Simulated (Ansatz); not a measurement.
**InP under changes of volume**

One of the cells (25.167 Å³/atom); the others are scaled copies at fixed shape and fractional positions:

```
CELL_PARAMETERS angstrom
0.00000 2.93050 2.93050
2.93050 0.00000 2.93050
2.93050 2.93050 0.00000
ATOMIC_POSITIONS crystal
In 0.00000 0.00000 0.00000
P 0.75000 0.75000 0.75000
```

```yaml
Program: Ansatz 0.2.0
Functional: LC-wPBE
Potentials_or_basis: Ansatz PAW
Cutoff: "420 eV (not typed: the program's choice for these potentials)"
k_mesh: 4 × 4 × 4
Occupations: fermi-dirac, width 0.05 eV
Spin: no spin polarisation
```

```csv
volume (Å³/atom),energy over the lowest point (meV/atom),pressure (GPa),gap on the mesh (eV)
23.657,?,?,?
24.160,1.14,1.3,6.53
24.663,0.00,-0.5,6.39
25.167,4.36,-2.2,6.24
25.670,13.61,-3.7,6.10
26.173,27.31,-5.0,5.96
26.677,44.97,-6.2,5.81
```

What does the run at 23.657 Å³/atom give?

Energy over the lowest point 8.45 meV/atom; pressure 3.3 GPa; gap on the mesh 6.58 eV.

Worked out: A Birch-Murnaghan fit of order 3 (a polynomial in V^(-2/3)) to the other rows has its minimum at 24.51 Å³/atom with B0 = V·E''(V) = 88 GPa and B' = 4.3. It gives 8.40 meV/atom at 23.657 Å³/atom, against the run's 8.45, and -dE/dV = 3.4 GPa, against 3.3. A straight line through the other rows of the gap, of slope -7.25 eV per unit of ln V, extrapolates to 6.69 eV, against the run's 6.58.

Energies are extrapolated to zero smearing.

Caveats: all runs use coarse meshes; spin-orbit coupling is left out, which moves the levels of the heavy elements; the PAW data sets come from PBE, with cores solved anew for the run's functional, which leaves a small shift of forces and pressure; the thresholds are loose for stress.

A mesh can miss the band edges.
